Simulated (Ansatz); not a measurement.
Molecular dynamics on a 2×2×2 supercell (16 atoms) of MgTe (F-43m), relaxed with r2SCAN. Forces come from PBE in the PAW code Ansatz: a Nosé-Hoover thermostat at fixed volume, 800 K, steps of 1.5 fs. Spin polarisation is off, nuclei are classical, and the run is far too short for thermal averages.

```yaml
crystal:
  lattice:
    - [0.0, 6.4662397672, 6.4662397672]
    - [6.4662397672, 0.0, 6.4662397672]
    - [6.4662397672, 6.4662397672, 0.0]
  atoms:
    - { symbol: Mg, position: [0.0, 0.0, 0.0] }
    - { symbol: Te, position: [0.375, 0.375, 0.375] }
    - { symbol: Mg, position: [0.0, 0.0, 0.5] }
    - { symbol: Te, position: [0.375, 0.375, 0.875] }
    - { symbol: Mg, position: [0.0, 0.5, 0.0] }
    - { symbol: Te, position: [0.375, 0.875, 0.375] }
    - { symbol: Mg, position: [0.0, 0.5, 0.5] }
    - { symbol: Te, position: [0.375, 0.875, 0.875] }
    - { symbol: Mg, position: [0.5, 0.0, 0.0] }
    - { symbol: Te, position: [0.875, 0.375, 0.375] }
    - { symbol: Mg, position: [0.5, 0.0, 0.5] }
    - { symbol: Te, position: [0.875, 0.375, 0.875] }
    - { symbol: Mg, position: [0.5, 0.5, 0.0] }
    - { symbol: Te, position: [0.875, 0.875, 0.375] }
    - { symbol: Mg, position: [0.5, 0.5, 0.5] }
    - { symbol: Te, position: [0.875, 0.875, 0.875] }
kpoints:
  mp_grid: { grid: [2, 2, 2] }
hamiltonian:
  xc: pbe
scf:
  occupations: { method: fermi_dirac, width: 0.069 }
md:
  ensemble: nvt_nose_hoover
  temperature: 800
  timestep: 1.5
  n_steps: 30
  initial_velocities: maxwell_boltzmann
  seed: 1112
```

Command: `ansatz run input.yaml --threads 4 --pin off --max-ram 5529MiB --backend cpu --events-out ev --progress --plain --runs-dir out`. Wall time 4.6 min on 4 threads of Arm Neoverse N1, on a shared host, load about 0.9 per core; peak host memory 1.9 GiB.

```
step  t (fs)  T (K)  free energy F from step 0 (meV/atom)  kinetic energy (meV/atom)  largest force (eV/Å)
   0       0    800                                   0.0                       96.9                  0.00
   1     1.5    798                                   0.3                       96.6                  0.12
   2       3    790                                   1.2                       95.8                  0.24
   3     4.5    778                                   2.7                       94.3                  0.37
   4       6    761                                   4.7                       92.3                  0.49
   5     7.5    741                                   7.2                       89.7                  0.62
   6       9    716                                  10.2                       86.8                  0.75
   7    10.5    688                                  13.6                       83.3                  0.88
   8      12    657                                  17.4                       79.6                  1.01
   9    13.5    624                                  21.5                       75.6                  1.14
  10      15    589                                  25.7                       71.3                  1.26
  11    16.5    553                                  30.1                       67.0                  1.39
  12      18    516                                  34.6                       62.6                  1.51
  13    19.5    481                                  39.0                       58.2                  1.63
  14      21    446                                  43.2                       54.0                  1.73
  15    22.5    413                                  47.3                       50.0                  1.83
  16      24    383                                  51.0                       46.4                  1.92
  17    25.5    355                                  54.4                       43.0                  2.00
  18      27    332                                  57.4                       40.2                  2.06
  19    28.5    312                                  59.8                       37.8                  2.11
  20      30    297                                  61.8                       35.9                  2.14
  21    31.5    286                                  63.2                       34.7                  2.15
  22      33    280                                  64.0                       33.9                  2.15
  23    34.5    279                                  64.3                       33.8                  2.14
  24      36    282                                  64.0                       34.2                  2.10
  25    37.5    289                                  63.2                       35.1                  2.06
  26      39    301                                  62.0                       36.4                  2.00
  27    40.5    315                                  60.4                       38.2                  1.94
  28      42    333                                  58.4                       40.4                  1.86
  29    43.5    353                                  56.2                       42.8                  1.78
  30      45    376                                  53.7                       45.5                  1.70
```

The temperature starts at 800 K, is lowest at step 23 (279 K, 34.5 fs) and ends at 376 K. The thermostat hasn't had time to restore it. The atoms start on their lattice sites with kinetic energy alone, so much of it first passes into potential energy. By the last step the atoms have moved 0.16 Å in the root mean square, the drift of the whole cell taken out, 0.30 Å at most.

Positions (Å) and forces (eV/Å) at step 30:
```
Mg  -0.009   0.117   0.144     0.113  -0.551  -0.344
Te   4.881   4.897   4.567     0.645  -0.793   1.359
Mg   3.193   3.453   0.039    -0.179  -0.996  -0.142
Te   8.091   8.171   4.875     0.044  -0.329   0.086
Mg   3.107  -0.004   3.255     0.502  -0.156   0.091
Te   8.013   4.868   8.092    -0.047   0.461   0.156
Mg   6.458   3.182   3.001     0.298   0.013   0.860
Te  11.335   8.058   8.188     0.047   0.328   0.217
Mg   0.040   3.265   3.254    -0.280   0.160   0.247
Te   4.833   8.091   8.037    -0.815  -0.202   0.013
Mg   3.287   6.471   3.292    -0.929   0.264  -0.209
Te   8.130  11.241   7.985    -0.026   0.495   0.354
Mg   3.255   3.094   6.636     0.382   0.407  -0.933
Te   8.033   7.975  11.387     0.263   0.836  -0.357
Mg   6.439   6.554   6.515    -0.048  -0.441  -0.656
Te  11.364  11.311  11.480     0.030   0.504  -0.743
```
